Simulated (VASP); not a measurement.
# SnO (P4/nmm) in VASP: further runs

The runs below take SnO through band structure, with HSE06, PBE0, PBE+D3(BJ).

All numbers are computed with VASP 6.6.1; they aren't measurements. Logs are shortened: lines on timing, memory, paths and dates and some standing lists are left out, and cuts for length are marked.

### 1 Starting point

Symmetry: P4/nmm, No. 129, tetragonal system. The conventional cell has a = 3.835 Å, b = 3.835 Å, c = 4.728 Å, α = 90.00°, β = 90.00°, γ = 90.00°. Around Sn (site symmetry 4mm) lie 4 O at 2.24 Å. O (site symmetry -4m2) has 4 Sn at 2.24 Å as nearest neighbours.

### 2 Band structure, HSE06

The input, POSCAR:

```
SnO                                     
1.0
    3.8353841591      0.0000000000      0.0000000000
    0.0000000000      3.8353841591      0.0000000000
    0.0000000000      0.0000000000      4.7280509425
  Sn              O             
     2     2
Direct
     0.5000000000000000    0.0000000000000000    0.2459634789621177
     0.0000000000000000    0.5000000000000000    0.7540365210378823
     0.0000000000000000    0.0000000000000000    0.0000000000000000
     0.5000000000000000    0.5000000000000000    0.0000000000000000
```

The input, INCAR.step1:

```
ALGO = Normal ; EDIFF = 1E-5
ENCUT = 520 ; GGA = PE
ISIF = 2 ; ISMEAR = 0
KPAR = 4 ; LASPH = True
LCHARG = False ; LREAL = False
LWAVE = True ; NBANDS = 28
NELM = 80 ; PREC = Accurate
SIGMA = 0.03
```

The input, INCAR.step2:

```
ALGO = Normal ; EDIFF = 1E-7
ENCUT = 520 ; GGA = PE
HFSCREEN = 0.2 ; ISIF = 2
ISMEAR = 0 ; ISTART = 1
KPAR = 4 ; LASPH = True
LCHARG = False ; LHFCALC = True
LREAL = False ; LWAVE = False
NBANDS = 28 ; NELM = 80
PREC = Accurate ; PRECFOCK = Fast
SIGMA = 0.03
```

The input, KPOINTS:

```
k-points
0
Gamma
  4 4 4
```

The input, KPOINTS_OPT:

```
explicit points
6
Reciprocal
 0.0000000000  0.0000000000  0.0000000000 1
 0.5000000000  0.5000000000  0.5000000000 1
 0.5000000000  0.5000000000  0.0000000000 1
 0.0000000000  0.5000000000  0.5000000000 1
 0.0000000000  0.5000000000  0.0000000000 1
 0.0000000000  0.0000000000  0.5000000000 1
```

Potentials or basis: VASP PAW PBE potentials, release 64 (Sn_d, O).

Run with:

```
$ cat potpaw_PBE.64/Sn_d/POTCAR potpaw_PBE.64/O/POTCAR > POTCAR
$ cp INCAR.step1 INCAR
$ mpirun -np 4 vasp_std > vasp.out
$ cp INCAR.step2 INCAR
$ mpirun -np 4 vasp_std > vasp.out
```

OUTCAR:

```text
EDIFF = 1E-7
   ENCUT = 520
   GGA = PE
   HFSCREEN = 0.2
   ISIF = 2
   ISMEAR = 0
   ISTART = 1
   LASPH = True
   LHFCALC = True
   LREAL = False
   NELM = 80
   PREC = Accurate
   PRECFOCK = Fast

 ion  position               nearest neighbor table
   1  0.500  0.000  0.246-   3 2.24   4 2.24   4 2.24   3 2.24   2 3.57   2 3.57   2 3.57   2 3.57
                             2 3.62   2 3.62   2 3.62   2 3.62
   2  0.000  0.500  0.754-   3 2.24   4 2.24   3 2.24   4 2.24   1 3.57   1 3.57   1 3.57   1 3.57
                             1 3.62   1 3.62   1 3.62   1 3.62
   3  0.000  0.000  0.000-   1 2.24   2 2.24   2 2.24   1 2.24
   4  0.500  0.500  0.000-   1 2.24   2 2.24   1 2.24   2 2.24

  LATTYP: Found a simple tetragonal cell.
 ALAT       =     3.8353841591
 C/A-ratio  =     1.2327450775

  Lattice vectors:

 A1 = (   3.8353841591,   0.0000000000,   0.0000000000)
 A2 = (   0.0000000000,   3.8353841591,   0.0000000000)
 A3 = (   0.0000000000,   0.0000000000,   4.7280509425)

Analysis of symmetry for initial positions (statically):
=====================================================================
 Subroutine PRICEL returns:
 Original cell was already a primitive cell.

 Routine SETGRP: Setting up the symmetry group for a
 simple tetragonal supercell.

 Subroutine GETGRP returns: Found 16 space group operations
 (whereof  8 operations were pure point group operations)
 out of a pool of 16 trial point group operations.

The static configuration has the point symmetry D_2d.
 The point group associated with its full space group is D_4h.

Analysis of symmetry for dynamics (positions and initial velocities):
=====================================================================
 Subroutine PRICEL returns:
 Original cell was already a primitive cell.

 Routine SETGRP: Setting up the symmetry group for a
 simple tetragonal supercell.

 Subroutine GETGRP returns: Found 16 space group operations
 (whereof  8 operations were pure point group operations)
 out of a pool of 16 trial point group operations.

The dynamic configuration has the point symmetry D_2d.
 The point group associated with its full space group is D_4h.

 Subroutine INISYM returns: Found 16 space group operations
 (whereof  8 operations are pure point group operations),
 and found     1 'primitive' translations

----------------------------------------------------------------------------------------

                                     Primitive cell

  volume of cell :      69.5504

  direct lattice vectors                    reciprocal lattice vectors
     3.835384159  0.000000000  0.000000000     0.260730075  0.000000000  0.000000000
     0.000000000  3.835384159  0.000000000     0.000000000  0.260730075  0.000000000
     0.000000000  0.000000000  4.728050943     0.000000000  0.000000000  0.211503643

  length of vectors
     3.835384159  3.835384159  4.728050943     0.260730075  0.260730075  0.211503643

  position of ions in fractional coordinates (direct lattice)
     0.500000000  0.000000000  0.245963479
     0.000000000  0.500000000  0.754036521
     0.000000000  0.000000000  0.000000000
     0.500000000  0.500000000  0.000000000

  ion indices of the primitive-cell ions
   primitive index   ion index
                 1           1
                 2           2
                 3           3
                 4           4

----------------------------------------------------------------------------------------

 KPOINTS: k-points

Automatic generation of k-mesh.
 Grid dimensions read from file:
 generate k-points for:    4    4    4

 Generating k-lattice:

  Cartesian coordinates                     Fractional coordinates (reciprocal lattice)
     0.065182519  0.000000000  0.000000000     0.250000000  0.000000000  0.000000000
     0.000000000  0.065182519  0.000000000     0.000000000  0.250000000  0.000000000
     0.000000000  0.000000000  0.052875911     0.000000000  0.000000000  0.250000000

  Length of vectors
     0.065182519  0.065182519  0.052875911

  Shift w.r.t. Gamma in fractional coordinates (k-lattice)
     0.000000000  0.000000000  0.000000000

 Subroutine IBZKPT returns following result:
 ===========================================

 Found     18 irreducible k-points:

 Following reciprocal coordinates:
            Coordinates               Weight
  0.000000  0.000000  0.000000      1.000000
  0.250000  0.000000  0.000000      4.000000
  0.500000  0.000000  0.000000      2.000000
  0.250000  0.250000  0.000000      4.000000
  0.500000  0.250000  0.000000      4.000000
  0.500000  0.500000  0.000000      1.000000
[... 10 lines left out ...]
  0.500000  0.250000  0.500000      4.000000
  0.500000  0.500000  0.500000      1.000000
   k-points           NKPTS =     18   k-points in BZ     NKDIM =     64   number of bands    NBANDS=     28
   number of dos      NEDOS =    301   number of ions     NIONS =      4
   total plane-waves  NPLWV =  32400
   dimension x,y,z NGX =    30 NGY =   30 NGZ =   36
   dimension x,y,z NGXF=    60 NGYF=   60 NGZF=   72
   ions per type =               2   2
   NGX,Y,Z   is equivalent  to a cutoff of  13.00, 13.00, 12.66 a.u.
   NGXF,Y,Z  is equivalent  to a cutoff of  26.01, 26.01, 25.32 a.u.
 SYSTEM =  unknown system
   PREC   = accura    normal or accurate (medium, high low for compatibility)
   ISTART =      1    job   : 0-new  1-cont  2-samecut
   ICHARG =      0    charge: 1-file 2-atom 10-const
   ISPIN  =      1    spin polarized calculation?
   LNONCOLLINEAR =      F non collinear calculations
   LSORBIT =      F    spin-orbit coupling
   LASPH  =      T    aspherical Exc in radial PAW
   ENCUT  =  520.0 eV  38.22 Ry    6.18 a.u.   7.13  7.13  8.79*2*pi/ulx,y,z
   NELM   =     80;   NELMIN=  2; NELMDL=  0     # of ELM steps
   EDIFF  = 0.1E-06   stopping-criterion for ELM
   LREAL  =      F    real-space projection
   EDIFFG = 0.1E-05   stopping-criterion for IOM
   NSW    =      0    number of steps for IOM
   IBRION =     -1    ionic relax: 0-MD 1-quasi-New 2-CG
   NFREE  =      0    steps in history (QN), initial steepest desc. (CG)
   ISIF   =      2    stress and relaxation
   ISYM   =      3    0-nonsym 1-usesym 2-fastsym
   POTIM  = 0.5000    time-step for ionic-motion
   TEBEG  =    0.0;   TEEND  =   0.0 temperature during run
   PSTRESS=    0.0 pullay stress
   NELECT =      40.0000    total number of electrons
   NUPDOWN=      -1.0000    fix difference up-down
   EMIN   =  10.00;   EMAX   =-10.00  energy-range for DOS
   EFERMI =   0.00;   METHOD = LEGACY
   ISMEAR =     0;   SIGMA  =   0.03  broadening in eV -4-tet -1-fermi 0-gaus
   EFERMI_NEDOS =   21; number of points for ismear=-14 and -15
   IALGO  =     38    algorithm
   IMIX   =      1    mixing-type and parameters
     AMIX     =   0.40;   BMIX     =  1.00
     AMIX_MAG =   1.60;   BMIX_MAG =  1.00
  volume/ion in A,a.u.               =      17.39       117.34
  Fermi-wavevector in a.u.,A,eV,Ry     =   1.361429  2.572727 25.218232  1.853488
  Thomas-Fermi vector in A             =   2.488005
   LORBIT       =      0    0 simple, 1 ext, 2 COOP (PROOUT), +10 PAW based schemes
   GGA     = PE    functional components
   LHFCALC =     T    Hartree Fock is set to
   PRECFOCK=fast      Normal, Fast or Accurate (Low or Medium for compatibility)
   ENCUT4O =  -1.0   cutoff for four orbital integrals eV
   NKREDX  =     1    reduce k-point grid by
   NKREDY  =     1    reduce k-point grid by
   NKREDZ  =     1    reduce k-point grid by
   AEXX    =    0.2500 exact exchange contribution
   HFSCREEN=    0.2000 screening length (either q_TF or 0.3 A-1)
   HFSCREENC=   0.2000 screening length for correlation (either q_TF or 0.3 A-1)
   ENCUTFOCK=  -1.0 apply spherical cutoff to Coloumb kernel
   IVDW    =     0    specifies the selected vdW correction
   LEPSILON=     F    determine dielectric tensor
   LRPA    =     F    only Hartree local field effects (RPA)
 non-spin polarized calculation
 Gauss-broadening in eV      SIGMA  =   0.03
  energy-cutoff  :      520.00
  volume of cell :       69.55
 maximum number of plane-waves:      1912
 NGX is ok and might be reduce to    30
  NGX = 16; NGY = 16; NGZ = 20

 number of electron      40.0000015 magnetization

 Free energy of the ion-electron system (eV)
  ---------------------------------------------------
  ext. energy  EPLUGINS =         0.00000000
  ---------------------------------------------------
  free energy    TOTEN  =       -28.03884965 eV

  energy without entropy =      -28.03884965  energy(sigma->0) =      -28.03884965

 E-fermi :   7.1011     XC(G=0):  -8.5162

 val. band max:        6.9690335856   @ k =   0.0000   0.0000   0.0000
 cond. band min:       7.2420609848   @ k =   0.5000   0.5000   0.0000
 fundamental gap:      0.2730273992
 Fermi energy:         7.1010804235

 k-point     1 :       0.0000    0.0000    0.0000
  band No.  band energies     occupation
      1     -17.3113      2.00000
      2     -16.8534      2.00000
      3     -16.8469      2.00000
      4     -16.8469      2.00000
      5     -16.8014      2.00000
      6     -16.7849      2.00000
[... 20 lines left out ...]
     27      14.3515      0.00000
     28      14.6611      0.00000

 k-point     2 :       0.2500    0.0000    0.0000
  band No.  band energies     occupation
      1     -17.2745      2.00000
      2     -16.9438      2.00000
      3     -16.8376      2.00000
      4     -16.8295      2.00000
      5     -16.8198      2.00000
      6     -16.8026      2.00000
[... 20 lines left out ...]
     27      14.7717      0.00000
     28      18.0821      0.00000

 k-point     3 :       0.5000    0.0000    0.0000
  band No.  band energies     occupation
      1     -17.1640      2.00000
      2     -17.1640      2.00000
      3     -16.8161      2.00000
      4     -16.8161      2.00000
      5     -16.8024      2.00000
      6     -16.8024      2.00000
[... 20 lines left out ...]
     27      15.9631      0.00000
     28      15.9631      0.00000

 k-point     4 :       0.2500    0.2500    0.0000
  band No.  band energies     occupation
      1     -17.2586      2.00000
      2     -17.0517      2.00000
      3     -16.8492      2.00000
      4     -16.8254      2.00000
      5     -16.8058      2.00000
      6     -16.7970      2.00000
[... 20 lines left out ...]
     27      15.4733      0.00000
     28      16.7337      0.00000

 k-point     5 :       0.5000    0.2500    0.0000
  band No.  band energies     occupation
      1     -17.2001      2.00000
      2     -17.2001      2.00000
      3     -16.8210      2.00000
      4     -16.8210      2.00000
      5     -16.8068      2.00000
      6     -16.8068      2.00000
[... 20 lines left out ...]
     27      15.8919      0.00000
     28      15.8919      0.00000

 k-point     6 :       0.5000    0.5000    0.0000
  band No.  band energies     occupation
      1     -17.2399      2.00000
      2     -17.2399      2.00000
      3     -16.8193      2.00000
      4     -16.8193      2.00000
      5     -16.7965      2.00000
      6     -16.7965      2.00000
[... 277 lines left out ...]
      5     -16.8037      2.00000
      6     -16.8037      2.00000
[... 20 lines left out ...]
     27      16.6819      0.00000
     28      16.6819      0.00000

 k-point    16 :       0.2500    0.2500    0.5000
  band No.  band energies     occupation
      1     -17.2487      2.00000
      2     -17.0621      2.00000
      3     -16.8398      2.00000
      4     -16.8316      2.00000
      5     -16.8035      2.00000
      6     -16.7876      2.00000
[... 20 lines left out ...]
     27      18.1582      0.00000
     28      18.4350      0.00000

 k-point    17 :       0.5000    0.2500    0.5000
  band No.  band energies     occupation
      1     -17.1921      2.00000
      2     -17.1921      2.00000
      3     -16.8286      2.00000
      4     -16.8286      2.00000
      5     -16.7990      2.00000
      6     -16.7990      2.00000
[... 20 lines left out ...]
     27      18.4005      0.00000
     28      18.4005      0.00000

 k-point    18 :       0.5000    0.5000    0.5000
  band No.  band energies     occupation
      1     -17.2067      2.00000
      2     -17.2067      2.00000
      3     -16.8065      2.00000
      4     -16.8065      2.00000
      5     -16.7964      2.00000
      6     -16.7964      2.00000
[... 20 lines left out ...]
     27      18.5163      0.00000
     28      18.5163      0.00000

------------------------ aborting loop because EDIFF is reached ----------------------------------------

  FORCE on cell =-STRESS in cart. coord.  units (eV):
  Direction    XX          YY          ZZ          XY          YZ          ZX
  --------------------------------------------------------------------------------------
  -------------------------------------------------------------------------------------
  Total       -1.1318267     -1.1318267     -0.5662004      0.0000000      0.0000000      0.0000000
  in kB      -26.0729778    -26.0729778    -13.0431007      0.0000000      0.0000000      0.0000000
  external PRESSURE =     -21.7296854 kB  Pullay stress =       0.0000000 kB

 VOLUME and BASIS-vectors are now :
 -----------------------------------------------------------------------------
  energy-cutoff  :      520.00
  volume of cell :       69.55
      direct lattice vectors                 reciprocal lattice vectors
     3.835384159  0.000000000  0.000000000     0.260730075  0.000000000  0.000000000
     0.000000000  3.835384159  0.000000000     0.000000000  0.260730075  0.000000000
     0.000000000  0.000000000  4.728050943     0.000000000  0.000000000  0.211503643

 POSITION                                       TOTAL-FORCE (eV/Angst)
 -----------------------------------------------------------------------------------
      1.91769      0.00000      1.16293        -0.000000     -0.000000     -0.660350
      0.00000      1.91769      3.56512         0.000000     -0.000000      0.660350
      0.00000      0.00000      0.00000         0.000000     -0.000000      0.000000
      1.91769      1.91769      0.00000         0.000000      0.000000      0.000000
 -----------------------------------------------------------------------------------
    total drift:                                0.000000     -0.000000     -0.000000

  FREE ENERGIE OF THE ION-ELECTRON SYSTEM (eV)
  ---------------------------------------------------
  free  energy   TOTEN  =       -28.0388496523 eV

  energy  without entropy=      -28.0388496523  energy(sigma->0) =      -28.03884965
```

Wall time 13 min (4 MPI ranks of Intel Xeon Platinum 8559C (Emerald Rapids), shared host); peak memory 0.35 GiB.

Results:

```
Free energy             : -28.0388 eV
Pressure                : -2.2 GPa
Largest force           : 0.660 eV/Å
Band gap on the k mesh  : 0.27 eV, indirect (least direct gap 2.50 eV)
Band gap along the path : 0.27 eV, indirect (least direct gap 2.50 eV)
```

Forces on the atoms (eV/Å):
```
Sn   0.000  0.000 -0.660
Sn   0.000  0.000  0.660
O    0.000  0.000  0.000
O    0.000  0.000  0.000
```

Stress tensor (GPa, compression positive):
```
-2.61  0.00  0.00
 0.00 -2.61  0.00
 0.00  0.00 -1.30
```

Caveat: the PAW data sets were made with another functional, which shifts forces and pressure a little; spin-orbit coupling is left out, which moves the levels of the heavy elements.

[end of part 1 of 3]
